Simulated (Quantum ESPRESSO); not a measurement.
# Cd: equation of state with PBE

The system is Cd.

```
CELL_PARAMETERS angstrom
3.09307 0.00000 0.00000
-1.54653 2.67868 0.00000
0.00000 0.00000 10.43074
ATOMIC_POSITIONS crystal
Cd 0.66667 0.33333 0.75000
Cd 0.00000 0.00000 0.50000
Cd 0.33333 0.66667 0.25000
Cd 0.00000 0.00000 0.00000
```

| Item | Value |
| --- | --- |
| Program | Quantum ESPRESSO 7.5 |
| Task | equation of state |
| Functional | PBE |
| Potentials or basis | SSSP 1.3 efficiency PBE |
| Cutoff | 816 eV |
| Density cutoff | 6531 eV |
| k mesh | 10 × 10 × 3 |
| Occupations | fermi-dirac, width 0.05 eV |
| Spin | no spin polarisation |

| Item | Value |
| --- | --- |
| Equilibrium volume | 22.78 Å³/atom |
| Bulk modulus at fixed shape and positions | 43 GPa |
| Pressure derivative of the bulk modulus | 5.8 |

Energy against volume, from the lowest point:
| volume (Å³/atom) | energy (meV/atom) |
| --- | --- |
| 20.309 | 46.51 |
| 20.741 | 30.19 |
| 21.173 | 17.88 |
| 21.606 | 9.11 |
| 22.038 | 3.44 |
| 22.470 | 0.52 |
| 22.902 | 0.00 |

All runs of the series together: 7.1 min on 2 threads of Arm Neoverse V1, with other jobs on the host.

Caveat: the cell was scaled at fixed shape and fractional positions, which overstates the stiffness of a crystal with free parameters, most of all of layers and chains.
